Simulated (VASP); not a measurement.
Write the native input for VASP 6.6.1 that does the following.

```yaml
Task: relaxation of cell and atoms
Functional: PBE
Dispersion: D3
Potentials_or_basis: VASP PAW PBE potentials, release 64 (Tm)
Cutoff: 600 eV
k_mesh: 7 × 7 × 7
Occupations: fermi-dirac, width 0.05 eV
Spin: collinear spin, ferromagnetic start
Starting_moments: "[2.0] μB"
Further_INCAR_settings: ALGO = Normal; EDIFF = 1e-07; IBRION = 2; EDIFFG = -0.01; NSW = 40; ISIF = 3
```

The structure of Tm lies in POSCAR:

```
Tm
1.0
   -1.9705499473      1.9705499473      1.9705499473
    1.9705499473     -1.9705499473      1.9705499473
    1.9705499473      1.9705499473     -1.9705499473
Tm
1
Direct
    0.0000000000      0.0000000000      0.0000000000
```

This isn't the form of Tm at room conditions, which is hcp.

One way to write it, as run:

INCAR

```
SYSTEM = Tm
ALGO = Normal
EDIFF = 1E-7
EDIFFG = -0.01
ENCUT = 600
GGA = PE
IBRION = 2
ISIF = 3
ISMEAR = -1
ISPIN = 2
IVDW = 11
LASPH = .TRUE.
LCHARG = .FALSE.
LMAXMIX = 6
LORBIT = 11
LREAL = .FALSE.
LWAVE = .FALSE.
MAGMOM = 2
NELM = 120
NSW = 40
PREC = Accurate
SIGMA = 0.05
```

KPOINTS

```
k-points
0
G
  7 7 7
  0 0 0
```

Potentials or basis: VASP PAW PBE potentials, release 64 (Tm).

Run with:

```sh
$ cat potpaw_PBE.64/Tm/POTCAR > POTCAR
$ mpirun -np 1 vasp_std > vasp.out
```

Results of the run:

```yaml
Relaxed_volume: 32.03 Å³/atom
Relaxed_cell: a = 3.465 Å, b = 3.465 Å, c = 3.465 Å, α = 109.47°, β = 109.47°, γ = 109.47°
Space_group_after_relaxing_to_0.05_Å: Im-3m (No. 229)
Energy_gained_by_relaxing: 3.9 meV/atom
Ionic_steps: 20
Pressure_after_relaxing: 0.0 GPa
Band_gap_on_the_k_mesh: none (metal or under the smearing width)
Net_moment: 1.14 μB per cell
Site_moments: Tm +1.22 μB
Valence_electrons_inside_the_program's_atomic_spheres: Tm 21.04
Dispersion_energy_per_atom: -0.268 eV
```

Caveat: the magnetic or orbital state may not be the lowest; spin-orbit coupling is left out, which moves the levels of the heavy elements; pairwise dispersion overbinds metals, which lowers pressure and volume.

It took 6.6 min on 1 thread of Intel(R) Xeon(R) 6975P-C (Granite Rapids), on a shared host, peak memory 0.21 GiB.
